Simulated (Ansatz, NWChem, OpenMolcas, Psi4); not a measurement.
## Computed against measured: atomisation enthalpy at 298 K

6 molecules with halogens; the atomisation enthalpy at 298 K in kJ/mol, computed less measured. Shapes, held fixed at every level: PBE0-D4/def2-TZVP. Thermal terms are harmonic and unscaled (PBE0-D4/def2-TZVP); the spin-orbit lowering of the free atoms is taken from their spectra. Programs: Ansatz 0.2.0, NWChem 7.3.0, OpenMolcas 26.06, Psi4 1.11. A level may come from different programs for different species; with the same settings they agree closely. Measured values: Active Thermochemical Tables, NIST-JANAF tables.

Levels: A = revPBE/def2-SVPD; B = B3LYP/6-31G* (spherical functions); C = wB97M-V/def2-SVPD; D = CCSD/def2-SVPD.

| molecule | from tabulated heats | A | B | C | D |
| --- | --- | --- | --- | --- | --- |
| AlCl2F (SMILES [F][Al]([Cl])[Cl]) | 1442 | -82 | -81 | -11 | -108 |
| AlClF2 (SMILES [F][Al]([F])[Cl]) | 1609 | -92 | -75 | -22 | -108 |
| CClF3 (SMILES FC(F)(F)Cl) | 1787 | +1 | -10 | +31 | -139 |
| CH2BrCl (bromochloromethane) | 1431 | -25 | -36 | +5 | -115 |
| CHCl2F (dichlorofluoromethane) | 1541 | -12 | -44 | +17 | -136 |
| CHF3 (trifluoromethane) | 1869 | +1 | +5 | +34 | -109 |

Which level does best on this set, which worst, and which err to one side?


| level | kind | mean error | mean absolute error | worst case |
| --- | --- | --- | --- | --- |
| revPBE/def2-SVPD | GGA | -34.8 | 35.5 | AlClF2 |
| B3LYP/6-31G* (spherical functions) | global hybrid | -40.2 | 41.8 | AlCl2F |
| wB97M-V/def2-SVPD | range-separated hybrid | +9.0 | 20.0 | CHF3 |
| CCSD/def2-SVPD | coupled cluster or CI | -119.2 | 119.2 | CClF3 |

On this set wB97M-V/def2-SVPD has the smallest mean absolute error and CCSD/def2-SVPD the largest. revPBE/def2-SVPD is too low in 4 of 6; B3LYP/6-31G* (spherical functions) is too low in 5 of 6; CCSD/def2-SVPD is too low in 6 of 6. The heats of AlClF2 (SMILES [F][Al]([F])[Cl]) come from older tables and can be uncertain by 10 kJ/mol or more. Heats of the atoms come from ATcT where it has them. The levels differ in basis as well as in method. The tabulated value of AlCl2F is in doubt (older tables, estimates, or at odds with other calculations) and kept here. Over the 5 molecules whose values aren't doubted the mean absolute errors are A 26.2; B 34.0; C 21.8; D 121.4. A functional in a double-zeta set wins here by errors that cancel. For wB97M-V/def2-SVPD the error tends to grow with the atomisation enthalpy. Correlated wave functions converge slowly with the basis. CCSD also lacks the triples, which bind further. Relativity is left out for Br. Outer-core shells of Br are correlated, in sets that cover them unevenly. The set is small.
